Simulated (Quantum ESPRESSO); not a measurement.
The system is MoS2.

```
Mo S
1.0
     1.58000    0.91221    6.15000
    -1.58000    0.91221    6.15000
     0.00000   -1.82443    6.15000
Mo S
1 2
Cartesian
  0.0000 0.0000 0.0000
  0.0000 0.0000 7.6936
  0.0000 0.0000 4.6125
```

Measurements of this composition are mostly on another form, of space group No. 194.

Base run:

```yaml
Program: Quantum ESPRESSO 7.5
Functional: LDA
Potentials_or_basis: GBRV 1.5 LDA
Cutoff: 612 eV
Density_cutoff: 4898 eV
k_mesh: 10 × 10 × 10
Occupations: fermi-dirac, width 0.05 eV
Spin: no spin polarisation
```

Its results: band gap on the k mesh 0.88 eV, indirect (least direct gap 1.96 eV); pressure -2.6 GPa; largest force 0.087 eV/Å.

Task: The run is repeated on the same cell with these changes: functional from LDA to PBEsol; potentials or basis from GBRV 1.5 LDA to GBRV 1.5 PBEsol. What comes out?

Result: Band gap on the k mesh 0.91 eV, indirect (least direct gap 1.96 eV); pressure 0.0 GPa; largest force 0.242 eV/Å.

A k mesh can miss the band edges.
